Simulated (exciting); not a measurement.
Sb: band structure with BLYP+D2

The system is Sb.

```
Sb
1.0
     3.12240    0.00000    0.00000
     0.00000    4.34752    0.00000
    -0.03891    0.00000    4.40585
Sb
2
Direct
  0.01139 0.25000 0.24117
  0.98861 0.75000 0.75883
```

This isn't the form of Sb at room conditions, which is rhombohedral.

```json
{
 "Program": "exciting (release sodium)",
 "Task": "band structure",
 "Functional": "BLYP",
 "Dispersion": "D2",
 "Potentials or basis": "all-electron LAPW+lo, shipped species files, valence relativity iora*",
 "rgkmax": "8",
 "k mesh": "8 × 5 × 5",
 "Occupations": "fermi-dirac, width 0.05 eV",
 "Spin": "no spin polarisation",
 "outputlevel": "normal",
 "gmaxvr (cutoff of density and potential)": "14 1/bohr",
 "lmaxapw (and lmaxmat)": "10",
 "lmaxvr": "8",
 "nempty": "10",
 "Valence relativity": "iora*",
 "epsengy": "1e-05 Ha",
 "epspot": "1e-05 Ha",
 "maxscl": "60",
 "Muffin-tin radii": "Sb 2.3 bohr"
}
```

```yaml
Band_gap_on_the_k_mesh: none (metal or under the smearing width)
All_electrons_inside_the_program's_atomic_spheres: Sb 48.15 (radii Sb 2.3 bohr)
Dispersion_energy_per_atom: -0.423 eV
```

Levels at the corners of the path, in eV from the Fermi level:
```tsv
point	band 12	band 13	band 14	band 15	band 16	band 17	band 18	band 19
Γ	-7.46	-3.52	-3.39	2.51	3.04	3.27	3.45	6.80
Y	-10.44	-1.47	-0.96	-0.79	-0.67	4.48	4.85	8.25
H	-8.10	-3.99	-3.68	0.34	0.92	1.48	1.60	5.91
C	-8.11	-3.98	-3.68	0.35	0.92	1.51	1.58	5.92
E	-7.59	-3.52	-3.52	-3.42	-3.42	2.59	2.59	7.18
M1	-7.59	-3.52	-3.52	-3.42	-3.42	2.59	2.59	7.18
A	-8.30	-3.81	-3.81	0.49	0.49	1.48	1.48	5.95
X	-5.45	-4.74	-1.74	-1.61	-1.54	4.76	5.00	5.20
H1	-8.10	-3.99	-3.68	0.34	0.92	1.48	1.60	5.91
M	-7.59	-3.52	-3.52	-3.42	-3.42	2.59	2.59	7.18
D	-10.00	-5.42	-5.42	4.99	4.99	5.25	5.25	9.59
Z	-10.62	-1.38	-1.38	-0.77	-0.77	4.69	4.69	8.60
Y	-10.44	-1.47	-0.96	-0.79	-0.67	4.48	4.85	8.25
D	-10.00	-5.42	-5.42	4.99	4.99	5.25	5.25	9.59
```

It took 3.3 min on 1 thread of Arm Neoverse V1, on a shared host, peak memory 0.14 GiB.

Caveat: the dispersion energy is computed afterwards and isn't part of the total energy; spin-orbit coupling is left out, which moves the levels of the heavy elements.
